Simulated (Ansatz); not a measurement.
Ansatz input

```yaml
crystal:
  lattice:
    - [0.0, 1.8681758289, 1.8681758289]
    - [1.8681758289, 0.0, 1.8681758289]
    - [1.8681758289, 1.8681758289, 0.0]
  atoms:
    - { symbol: Fe, position: [0.0, 0.0, 0.0], spin: 2.618 }
hamiltonian:
  xc: pbe
  pseudopotentials:
    kind: paw
    azcp:
      Fe: "pseudopotentials/Fe.paw.azcp"
basis:
  ecutwfc: 420
  fft_grid_basis: typed
kpoints:
  mp_grid: { grid: [17, 17, 17], shift: [0, 0, 0] }
magnetization:
  spin_polarized: true
scf:
  occupations: { method: fermi_dirac, width: 0.05 }
  lower_state_search: "off"
output:
  stress: true
```

and its output:

```
Engine: ansatz 0.2.0, x86_64-unknown-linux-gnu
Pseudopotentials: kind: paw
Pseudopotential: Fe, paw, valence charge 16, recommended cutoff 420 eV (normal) 
Functional definition: PBE
  parameter kappa = 0.804
  parameter beta = 0.06672455060314922
  exchange = pbe_x(kappa = kappa, mu = beta*pi^2/3)
  correlation = pbe_c(beta = beta)
Crystal: 1 atoms, lattice volume = 13.040 Å³
Basis set: ecut = 420 eV, 259 PW (Γ)
Bands: 14, of which v1, the nominal top of the filled ones, is band 8 counted from 1 (7 counted from 0)
Symmetry: 48 space group operations
Space group: Fm-3m (ITA 225), of the structure as read, at distance tolerance 2.4e-5 Å
Magnetic group: BNS 225.116 (UNI 1618), of the structure as read, at distance tolerance 2.4e-5 Å
k-points: 165 of 4913
Non-local potential: Fe, projectors of the file, l = 0: 3, l = 1: 2, l = 2: 3, l = 3: 1
PAW form: soft (Blöchl's): semilocal exchange-correlation on the pseudo side does not see the compensation charge
PAW one-centre angular grid: Fe, 590 points (default); XC on 64 Gauss nodes
Initial density: superposition of atomic densities (chi_scale 0.1, normalization cell)
Starting moments: Σ|m| = 2.618 μB on 1 of 1 site
Initial wavefunctions: pseudopotential atomic-orbital guess
Functional: x = pbe(κ = 0.804, μ = 0.2195149727645171), c = pbe(β = 0.06672455060314922)
iter 1 solved again at ethr=7.94e-4 eV; its pass at ethr=3.10e-3 eV (dr2=1.27e-1 eV) is discarded
SCF iter   1: F=—  HF=-4480.111549 eV  |F-HF|=—  |Δ(HF+E_count)|=         —  Δρ=4.77e-2 (↑1.27e-2 ↓4.77e-2)  dr2=1.27e-1  dr2_m=9.32e-2  M=2.595 μB ∫|m|=2.609 μB  β_m=1.00  ethr=7.94e-4  ⟨swp⟩=1.0  Hψ=28899  notcnv=0
SCF iter   2: F=—  HF=-4480.174274 eV  |F-HF|=—  |Δ(HF+E_count)|=   6.27e-2  Δρ=1.66e-2 (↑1.49e-2 ↓1.66e-2)  dr2=4.87e-3  dr2_m=2.53e-2  M=2.626 μB ∫|m|=2.702 μB  β_m=1.00  ethr=7.94e-4  ⟨swp⟩=2.4  Hψ=8106  notcnv=0
SCF iter   3: F=—  HF=-4480.198716 eV  |F-HF|=—  |Δ(HF+E_count)|=   2.44e-2  Δρ=9.23e-3 (↑4.63e-3 ↓9.23e-3)  dr2=5.84e-3  dr2_m=2.77e-3  M=2.640 μB ∫|m|=2.744 μB  β_m=1.00  ethr=3.04e-5  ⟨swp⟩=2.0  Hψ=9195  notcnv=0  defer=69
SCF iter   4: F=—  HF=-4480.231762 eV  |F-HF|=—  |Δ(HF+E_count)|=   3.30e-2  Δρ=4.02e-3 (↑4.02e-3 ↓1.48e-3)  dr2=5.98e-4  dr2_m=8.63e-4  M=2.653 μB ∫|m|=2.766 μB  β_m=0.30  ethr=3.04e-5  ⟨swp⟩=2.0  Hψ=8410  notcnv=0  defer=77
Mixer restart at iter 4: flushing history
spin-set hold released at iteration 4 (site moments contracting): the magnetisation degrees of freedom join the quasi-Newton model from the next iteration; the mixer history was flushed
SCF iter   5: F=—  HF=-4480.260608 eV  |F-HF|=—  |Δ(HF+E_count)|=   2.88e-2  Δρ=3.73e-3 (↑3.73e-3 ↓2.58e-3)  dr2=1.14e-4  dr2_m=1.17e-3  M=2.660 μB ∫|m|=2.777 μB  β_m=0.65  ethr=3.74e-6  ⟨swp⟩=2.1  Hψ=6561  notcnv=0  defer=77
SCF iter   6: F=—  HF=-4480.290826 eV  |F-HF|=—  |Δ(HF+E_count)|=   3.02e-2  Δρ=3.92e-3 (↑3.92e-3 ↓3.83e-4)  dr2=1.20e-3  dr2_m=4.85e-4  M=2.674 μB ∫|m|=2.807 μB  β_m=0.69  ethr=7.12e-7  ⟨swp⟩=3.0  Hψ=10165  notcnv=0  defer=78
SCF iter   7: F=—  HF=-4480.291131 eV  |F-HF|=—  |Δ(HF+E_count)|=   3.05e-4  Δρ=3.24e-3 (↑1.92e-3 ↓3.24e-3)  dr2=2.24e-3  dr2_m=5.87e-5  M=2.676 μB ∫|m|=2.810 μB  β_m=0.56  ethr=7.12e-7  ⟨swp⟩=2.1  Hψ=9422  notcnv=0  defer=90
SCF iter   8: F=—  HF=-4480.290657 eV  |F-HF|=—  |Δ(HF+E_count)|=   4.74e-4  Δρ=3.27e-4 (↑3.27e-4 ↓1.97e-4)  dr2=1.77e-6  dr2_m=8.17e-6  M=2.676 μB ∫|m|=2.811 μB  β_m=0.78  ethr=7.12e-7  ⟨swp⟩=2.0  Hψ=8881  notcnv=0  defer=90
SCF iter   9: F=—  HF=-4480.290655 eV  |F-HF|=—  |Δ(HF+E_count)|=   1.93e-6  Δρ=6.84e-5 (↑6.84e-5 ↓2.30e-5)  dr2=4.12e-7  dr2_m=1.73e-7  M=2.676 μB ∫|m|=2.812 μB  β_m=0.89  ethr=1.11e-8  ⟨swp⟩=2.1  Hψ=5700  notcnv=0  defer=90
SCF iter  10: F=-4480.290655 eV  HF=-4480.290655 eV  |F-HF|=3.76e-9  |Δ(HF+E_count)|=   1.31e-7  Δρ=8.16e-6 (↑2.70e-6 ↓8.16e-6)  dr2=5.95e-9  dr2_m=2.08e-9  M=2.676 μB ∫|m|=2.812 μB  ethr=6.25e-10  ⟨swp⟩=4.0  Hψ=12838  notcnv=0
SCF 1 converged in 10 iterations: F = -4480.290655 eV  dr2 = 5.95e-9
SCF converged after 10 iterations
Magnetization: 2.6758 μB (9.3379 up, 6.6621 down)
Absolute magnetization: 2.8122 μB (∫|ρ↑−ρ↓|, with the PAW one-centre terms)
Spin contamination: 0.0553 ħ² per cell (⟨S²⟩ above its minimum at these occupations)
Per-site moments (μB) at R_I (Å): [(2.7355260687900427, 1.0898248325777913)]
Free energy (F): -4480.290655 eV
Harris-Foulkes:  -4480.290655 eV  (|F-HF|=3.76e-9)
Internal energy: -4480.281965 eV  (E = F + TS)
E sigma→0 (E₀):  -4480.286310 eV
Entropy (-TS):   -0.008691 eV (-8.691 meV/atom)
Fermi energy:    15.938515 eV
--- Per-component energies (eV) ---
  E_band       = -254.050493
  E_kinetic    = 346.294161
  E_local      = -2233.413854  (includes V_loc(G=0)·N_el)
  E_nonlocal   = 221.496004
  E_hartree    = 931.164985
  E_xc         = -116.351969
  E_vxc        = -149.713259  (∫ρ·V_xc dr)
  E_paw        = -1367.744358  (= ΣΔE_a)
  E_vpaw       = -301.048938  (= ΣTr[D̂ρ^β])
  E_aug_tail   = 0.000682  (compensation charges beyond the density's cutoff)
  E_ewald      = -2261.727614
  E_smearing   = -0.008691  (= −TS)
  E_closure    = -0.000000  (closes the sum)
  Σ components = -4480.290655   (vs F -4480.290655, Δ=0.00e0)
--- Stress (GPa, compression-positive) ---
      -11.215526      -0.000000       0.000000
       -0.000000     -11.215526       0.000000
       -0.000000       0.000000     -11.215526
  P = ⅓ Tr σ = -11.2155 GPa (-112.155 kbar)
```

Launched by

```sh
ansatz run input.yaml --threads 1 --pin off --max-ram 3584MiB --backend cpu --events-out ev --progress --plain --runs-dir out
```

On 1 thread of Intel(R) Xeon(R) Platinum 8259CL CPU @ 2.50GHz (Skylake/Cascade Lake) (shared host) this took about 9.9 s of wall time and 8 s of CPU time.
